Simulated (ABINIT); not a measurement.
Write the native input for ABINIT 10.8.3 (patched build) that does the following.

```
Task                                            : equation of state
Functional                                      : BP86
Dispersion                                      : D3
Potentials or basis                             : JTH PAW PBE v2.0
Cutoff                                          : 408 eV
k mesh                                          : 12 × 12 × 12
Occupations                                     : fermi-dirac, width 0.05 eV
Spin                                            : no spin polarisation
Fine-grid cutoff                                : 816.342 eV
Exchange and correlation inside the PAW spheres : full angular mesh (pawxcdev 0, this build's default; the released program takes 1)
```

Crystal: W.

```xyz
1
Lattice="-1.5823 1.5823 1.5823 1.5823 -1.5823 1.5823 1.5823 1.5823 -1.5823" Properties=species:S:1:pos:R:3 pbc="T T T"
W     0.0000    0.0000    0.0000
```

These files were run (other wordings do the same):

run.abi

```
ndtset 7
getwfk -1
scalecart1 3*0.9795861087
scalecart2 3*0.9864848297
scalecart3 3*0.9932883884
scalecart4 3*1.0000000000
scalecart5 3*1.0066227096
scalecart6 3*1.0131594038
scalecart7 3*1.0196128224

pp_dirpath "./"
pseudos "W.GGA_PBE-JTH.xml"

acell 5.1791760466 5.1791760466 5.1791760466
rprim
    -0.5773502692     0.5773502692     0.5773502692
     0.5773502692    -0.5773502692     0.5773502692
     0.5773502692     0.5773502692    -0.5773502692
ntypat 1
znucl 74
natom 1
typat 1
xred
     0.0000000000     0.0000000000     0.0000000000

ecut 408.170794 eV
pawecutdg 30.0

kptopt 1
ngkpt 12 12 12
nshiftk 1
shiftk 0.0 0.0 0.0

ixc -106132
vdw_xc 6

nband 11
occopt 3
tsmear 0.00183747

nstep 100
tolvrs 1.0e-9

iomode 3
prtwf 1
prtden 0
prteig 0
prtebands 0
```

Potentials or basis: JTH PAW PBE v2.0.

The run is started by

```console
$ abinit run.abi > log 2>&1
```

It gave:

| Item | Value |
| --- | --- |
| Equilibrium volume | 15.39 Å³/atom |
| Bulk modulus | 340 GPa |
| Pressure derivative of the bulk modulus | 4.1 (rough: it moves with the points fitted) |

Caveat: the cutoff is too short for stress, so the log's stress isn't used; pressures at fixed basis lie under the slope of the energies; the PAW data sets were made with another functional, which shifts forces and pressure a little.

Wall time 44 s on 1 thread of Arm Neoverse V1 (shared host), peak memory 0.13 GiB.
